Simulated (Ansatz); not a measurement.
P:

```
P
1.0
     1.64774   -5.46504    0.00000
     1.64774    5.46504    0.00000
     0.00000    0.00000    4.54364
P
4
Cartesian
  1.6477 -4.4173 2.6754
  1.6477 4.4173 1.8683
  1.6477 -1.0477 0.4035
  1.6477 1.0477 4.1401
```

Base run:

- Program: Ansatz 0.2.0
- Functional: RPBE
- Potentials or basis: Ansatz PAW
- Cutoff: 420 eV (not typed: the program's choice for these potentials)
- k mesh: 5 × 5 × 4
- Occupations: fermi-dirac, width 0.05 eV
- Spin: no spin polarisation

Its results: band gap on the k mesh 0.49 eV, direct; pressure 3.9 GPa; largest force 0.355 eV/Å.

Q: The run is repeated on the same cell with these changes: functional from RPBE to LDA. What comes out?

A: Band gap on the k mesh 0.34 eV, direct; pressure -2.0 GPa; largest force 0.196 eV/Å.

LDA binds more tightly than RPBE, so the same cell stands under less pressure.

Caveats: odd divisions of the mesh miss points on the zone boundary, where band edges often lie, so the gap on the mesh can be too wide; the PAW data sets come from PBE, with cores solved anew for the run's functional, which leaves a small shift of forces and pressure; the density of states is complete only up to the lowest level of the last band computed.

A k mesh can miss the band edges.
